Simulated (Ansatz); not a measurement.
# LiF: computed properties

These are results of DFT PBE, scalar-relativistic, plane waves, PAW (Ansatz 0.2.0), not measurements.

Settings: cutoff 420 eV, Γ-centred mesh 10×10×10 on the computed 2-atom cell, Gaussian smearing of 0.02 eV; no spin polarisation.

The structure is relaxed at this level of theory with its symmetry kept, and needn't be the ground state of this composition.

```cif
data_structure
_symmetry_space_group_name_H-M 'Fm-3m'
_symmetry_Int_Tables_number 225
_cell_length_a 4.0677
_cell_length_b 4.0677
_cell_length_c 4.0677
_cell_angle_alpha 90.000
_cell_angle_beta 90.000
_cell_angle_gamma 90.000
_cell_volume 67.30
loop_
_atom_site_label
_atom_site_type_symbol
_atom_site_symmetry_multiplicity
_atom_site_Wyckoff_symbol
_atom_site_fract_x
_atom_site_fract_y
_atom_site_fract_z
_atom_site_occupancy
Li1 Li 4 b 0.50000 0.00000 0.00000 1
F1 F 4 a 0.00000 0.00000 0.00000 1
```

```json
{
  "Space group": "Fm-3m (No. 225)",
  "Volume per atom": "56.8 bohr³",
  "Formation energy from the elements' standard states (uncorrected)": "-2.945 eV/atom",
  "Kohn–Sham band gap": "8.83 eV",
  "Orbital (Löwdin) character of the top 1 eV of the valence band": "F 2p 99 %",
  "Orbital (Löwdin) character of the lowest 1 eV of the conduction band": "Li 2s 63 %, F 2s 24 %, unprojected 9 %",
  "Bulk modulus": "67 GPa",
  "Its pressure derivative": "4.2",
  "Electronic dielectric constant xx, yy, zz (independent particles)": "2.1, 2.1, 2.1",
  "Bader charge by site (e)": "Li (1 in the cell) 0.90, F (1 in the cell) -0.90"
}
```

The cell was reached from a generator's guess, though it ends in a space group that the Crystallography Open Database lists for this formula. Kohn–Sham gaps at this level usually fall short of measured ones. Löwdin shares on free-atom orbitals overweight diffuse shells in the empty bands.
